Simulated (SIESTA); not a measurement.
The system is AlNi.

```xyz
2
Lattice="2.8810 0.0000 0.0000 0.0000 2.8810 0.0000 0.0000 0.0000 2.8810" Properties=species:S:1:pos:R:3 pbc="T T T"
Ni    1.4405    1.4405    1.4405
Al    0.0000    0.0000    0.0000
```

| Item | Value |
| --- | --- |
| Program | SIESTA 5.4.2 |
| Task | single point |
| Functional | PBE |
| Potentials or basis | PseudoDojo 0.4 standard (PBE files) |
| Basis | DZP (energy shift 0.002 Ry; radii capped at 9.5 bohr) |
| Grid cutoff | 800 Ry |
| Energy shift | 0.002 Ry |
| k mesh | 9 × 9 × 9 |
| Occupations | fermi-dirac, width 0.05 eV |
| Spin | collinear spin, ferromagnetic start |
| Starting moments | [1.0, 0.0] μB |

On this cell: pressure 0.9 GPa; largest force zero by symmetry; net moment 0.00 μB per cell; band gap on the k mesh none (metal or under the smearing width).

The same run follows on a disturbed copy (atoms moved at random, drawn with an rms of 0.05 Å):

```
CELL_PARAMETERS angstrom
2.88100 0.00000 0.00000
0.00000 2.88100 0.00000
0.00000 0.00000 2.88100
ATOMIC_POSITIONS crystal
Ni 0.49897 0.47452 0.49815
Al 0.00605 0.01098 0.99771
```

Q: What does the disturbed cell give?

A: The energy (extrapolated to zero smearing) moves by +18.1 meV/atom; pressure 1.7 GPa; largest force 0.682 eV/Å; net moment 0.00 μB per cell; band gap on the k mesh none (metal or under the smearing width).

Forces in eV/Å, atoms in the order of the input:
```
Ni   0.131  0.669 -0.006
Al  -0.131 -0.665  0.008
```

Stress tensor (GPa, compression positive):
```
 1.94  0.28 -0.01
 0.28  1.30 -0.02
-0.01 -0.02  1.96
```

Caveats: semicore shells carry a single zeta, which can move pressures by several GPa and volumes by a few percent; the basis of atomic orbitals isn't converged, which shifts pressures, moduli and gaps.
